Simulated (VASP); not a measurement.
A run of VASP 6.6.1 is set up as follows.

The input POSCAR:

```
AlAs
1.0
    0.0000000000      2.8663086877      2.8663086877
    2.8663086877      0.0000000000      2.8663086877
    2.8663086877      2.8663086877      0.0000000000
  Al              As
     1     1
Direct
     0.0000000000000000    0.0000000000000000    0.0000000000000000
     0.2500000000000000    0.2500000000000000    0.2500000000000000
```

File INCAR.step1:

```
ALGO = Normal ; EDIFF = 1E-8
EDIFFG = -0.002 ; ENCUT = 600
GGA = PE ; IBRION = 2
ISIF = 3 ; ISMEAR = 0
LASPH = True ; LCHARG = False
LREAL = False ; LWAVE = False
NELM = 80 ; NSW = 40
PREC = Accurate ; SIGMA = 0.03
```

INCAR.step2

```
ALGO = Normal ; EDIFF = 1E-8
ENCUT = 600 ; GGA = PE
IBRION = 6 ; ISIF = 2
ISMEAR = 0 ; LASPH = True
LCHARG = False ; LREAL = False
LWAVE = False ; NELM = 80
NFREE = 2 ; NSW = 1
POTIM = 0.015 ; PREC = Accurate
SIGMA = 0.03
```

The input KPOINTS:

```
k-points
0
Gamma
  8 8 8
```

Potentials or basis: VASP PAW PBE potentials, release 64 (Al, As).

The run is started by

```bash
$ cat potpaw_PBE.64/Al/POTCAR potpaw_PBE.64/As/POTCAR > POTCAR
$ cp INCAR.step1 INCAR
$ mpirun -np 1 vasp_std > vasp.out
$ cp CONTCAR POSCAR
$ cp INCAR.step2 INCAR
$ mpirun -np 1 vasp_std > vasp.out
```

Task: Predict the highest phonon frequency at Γ, LO-TO splitting left out.

Result: 346 cm⁻¹.

Phonon frequencies in cm⁻¹ (negative: imaginary):
```csv
q point,frequencies
"(0.000, 0.000, 0.000)",0 0 0 346 346 346
```
